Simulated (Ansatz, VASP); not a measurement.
# MgB2 in VASP and in Ansatz

```
Mg B
1.0
     3.08500    0.00000    0.00000
    -1.54250    2.67169    0.00000
     0.00000    0.00000    3.52300
Mg B
1 2
Direct
  0.00000 0.00000 0.00000
  0.66667 0.33333 0.50000
  0.33333 0.66667 0.50000
```

Alike in both runs: task relaxation of cell and atoms; functional revPBE; dispersion D3(BJ); k mesh 10 × 10 × 8; occupations fermi-dirac, width 0.05 eV; no spin polarisation.

|  | VASP | Ansatz |
| --- | --- | --- |
| version | VASP 6.6.1 | Ansatz 0.2.0 |
| potentials or method | VASP PAW PBE potentials, release 64 (Mg, B) | Ansatz PAW |
| plane-wave cutoff (eV) | 600 | 420 |
| valence electrons in the cell | 8 | 16 |

Ansatz gave:

- gap on the k mesh at the Fermi level, each at its own relaxed structure (eV): none
- relaxed volume (Å³/atom): 9.15
- relaxed cell length with the largest relative difference (Å): 3.425
- energy change over the relaxation (meV/atom): -13

Question: Which values does VASP return?

Answer: gap on the k mesh at the Fermi level, each at its own relaxed structure (eV): none; relaxed volume (Å³/atom): 9.13; relaxed cell length with the largest relative difference (Å): 3.420; energy change over the relaxation (meV/atom): -14.

A gap of «none» marks a metal or a gap that the smearing closes. The two sets of potentials don't hold the same shells in valence.

Caveats: pairwise dispersion overbinds metals, which lowers pressure and volume; the PAW data sets were made with another functional, which shifts forces and pressure a little (VASP); the plane-wave basis is chosen anew once the cell has moved, so the energies of steps on either side of that aren't comparable (Ansatz); the PAW data sets come from PBE, with cores solved anew for the run's functional, which leaves a small shift of forces and pressure (Ansatz).
